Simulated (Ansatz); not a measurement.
**HfO2: equation of state with PBEsol+D3(BJ)+ATM**

The system is HfO2.

```
CELL_PARAMETERS angstrom
0.00000 2.55750 2.55750
2.55750 0.00000 2.55750
2.55750 2.55750 0.00000
ATOMIC_POSITIONS crystal
Hf 0.00000 0.00000 0.00000
O 0.75000 0.75000 0.75000
O 0.25000 0.25000 0.25000
```

Measurements of this composition are mostly on another form, of space group No. 14.

* Program: Ansatz 0.2.0
* Task: equation of state
* Functional: PBEsol
* Dispersion: D3(BJ)+ATM
* Potentials or basis: all-electron LAPW, scalar-relativistic
* Basis error allowed: 0.001 eV/atom
* k mesh: 9 × 9 × 9
* Occupations: fermi-dirac, width 0.05 eV
* Spin: collinear spin, zero start, total moment locked
* Starting moments: [0.0, 0.0, 0.0] μB
* Fixed moment: 0 μB

| Quantity | Value |
| --- | --- |
| Equilibrium volume | 10.58 Å³/atom |
| Bulk modulus | 272 GPa |
| Pressure derivative of the bulk modulus | 4.2 |

Energy against volume, from the lowest point:
```csv
volume (Å³/atom),energy (meV/atom)
10.483,0.00
10.706,0.61
10.929,8.72
11.152,23.56
11.375,44.42
11.598,70.69
11.821,101.78
```

All runs of the series together: 120 s on 2 threads of Intel(R) Xeon(R) 6975P-C (Granite Rapids) (shared host).

Caveat: the total moment is fixed, so each spin has its own Fermi level. Spin-orbit coupling is left out, which matters for the levels of Hf.
